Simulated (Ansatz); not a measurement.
Crystal: CrO₂, fluorite type, 3 atoms in the cell.

All numbers below come from PBE, plane waves, PAW datasets (generated soft set 1) (Ansatz 0.2.0 development build).

Cutoff 420 eV; k-mesh 40×40×40 Γ-centred; Fermi–Dirac smearing of 0.0612 eV; no spin polarisation.

```csv
V (Å³/atom),a (Å),E − E(min) (meV/atom),P (GPa)
8.135,4.6045,12.29,12.11
8.474,4.6676,0.00,-0.05
8.643,4.6985,2.84,-5.22
8.813,4.7290,10.84,-9.84
8.982,4.7591,23.49,-13.99
```

(1) Fit a third-order Birch–Murnaghan equation of state to the energies.

Answers

(1) V₀ = 8.472 Å³/atom (a₀ = 4.667 Å), B₀ = 272 GPa, B₀′ = 4.43.

The published all-electron PBE values for this crystal (mean of FLEUR and WIEN2k, k-spacing 0.06 Å⁻¹; Bosoni et al., Nat. Rev. Phys. 6, 45 (2024)) are V₀ = 8.475 Å³/atom, B₀ = 272.0 GPa, B₀′ = 4.41.

The stress includes the program's correction for the finite plane-wave basis.

This cubic structure is a model: it isn't the usual form of the substance at ambient conditions, and such phases are metastable or hypothetical. Spin polarisation is left out, and a magnetic state may lie lower.
